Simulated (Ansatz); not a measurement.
Zincblende BeSe, relaxed with r2SCAN, was run in the PAW code Ansatz under altered settings. All numbers are computed, without spin polarisation but where a row says otherwise.

```
CELL_PARAMETERS angstrom
0.00000 2.58104 2.58104
2.58104 0.00000 2.58104
2.58104 2.58104 0.00000
ATOMIC_POSITIONS crystal
Be 0.00000 0.00000 0.00000
Se 0.25000 0.25000 0.25000
```

The base run's other keys:
```yaml
kpoints:
  mp_grid: { grid: [6, 6, 6] }
hamiltonian:
  xc: r2scan
scf:
  occupations: { method: fixed }
  n_extra_bands: 4
```

It takes 6 iterations with 893 plane waves at 500 eV and 16 k points, and leaves a mean stress of +0.03 GPa. The gap over this mesh is 3.124 eV.

Outcomes, with energy and stress as changes against the base:
```tsv
setting	outcome	ΔF (meV/atom)	Δ mean stress (GPa)	gap on the mesh (eV)	iterations
basis.ecutrho_ratio: 2	converged, warned	-0.3	+0.02	3.123	6
basis.ecutrho_ratio: 12	converged	0.0	0.00	3.124	6
scf.occupations: methfessel_paxton 0.2	converged	0.0	0.00	3.124	6
accuracy: high	converged	0.0	0.00	3.124	8
crystal.symmetry.detect: false	converged	0.0	0.00	3.124	6
basis.xc_grid: 1	converged	+0.4	+0.01	3.124	6
kpoints.mp_grid.grid: [1, 1, 1]	converged	+7535	+71.46	4.826	7
scf.occupations: methfessel_paxton 1.5	converged	+8.8	-0.06	3.117	6
scf.max_iter: 1	not converged	–	–	–	1
scf.convergence.dr2_threshold: 0.01	converged, warned	0.0	0.0	3.124	6
scf.occupations: cold 0.2	converged	0.0	0.00	3.124	6
hamiltonian.xc: hse6	refused	–	–	–	–
hamiltonian.xc: b3pw	refused	–	–	–	–
```
A dash marks a value that wasn't obtained or can't be compared. Stress is positive in compression.

- basis.ecutrho_ratio: 2. Energy, stress and gap stay within 1 meV an atom, 0.1 GPa and 0.005 eV of the base. The result hardly depends on this setting here. Warned: cutoff below recommended.
- kpoints.mp_grid.grid: [1, 1, 1]. The free energy moves by +7535 meV an atom, the mean stress by +71.46 GPa and the gap on the mesh by +1.702 eV (to 4.826). The gap changes mostly because other points are sampled; a mesh that misses a band edge overestimates it. The mesh is too coarse.
- scf.occupations: methfessel_paxton 1.5. The free energy moves by +8.8 meV an atom, the mean stress by -0.06 GPa and the gap on the mesh by -0.007 eV (to 3.117). The term −TS is +50 meV an atom, of a sign that arises since this scheme's broadening is partly negative. A width of 1.5 eV moves electrons across a gap of 3.12 eV: this is no longer the ground state.
- scf.max_iter: 1. The run did not converge. It stopped after 1 iteration; the base needs 6. Nothing that it printed is a property of the solid. Error: did not converge after 1 iteration: tau_residual = 2.40e-2 (threshold 1.00e-7), under the density mixer `msr1`, which `scf.mixing.algorithm: auto` chose by the deck's other keys (type `scf.mixing.algorithm: msr1` to keep it) […]
- scf.convergence.dr2_threshold: 0.01. It converges in 6 iterations, as the base does. Even so loose a threshold leaves the results unchanged here, which can't be counted on. Warned: force scf threshold loose, stress scf threshold loose.
- hamiltonian.xc: hse6. It is rejected at once. Error: YAML parse error: line 12 column 7: hamiltonian.xc: unknown variant `hse6`, expected one of […]
- hamiltonian.xc: b3pw. The program doesn't start. Error: YAML parse error: line 12 column 7: hamiltonian.xc: unknown variant `b3pw`, expected one of […]

Within 1 meV an atom, 0.1 GPa and 0.005 eV of the base stay: basis.ecutrho_ratio: 2; basis.ecutrho_ratio: 12; scf.occupations: methfessel_paxton 0.2; accuracy: high; crystal.symmetry.detect: false; basis.xc_grid: 1; scf.convergence.dr2_threshold: 0.01; scf.occupations: cold 0.2.

The runs are scalar-relativistic, without spin-orbit coupling.
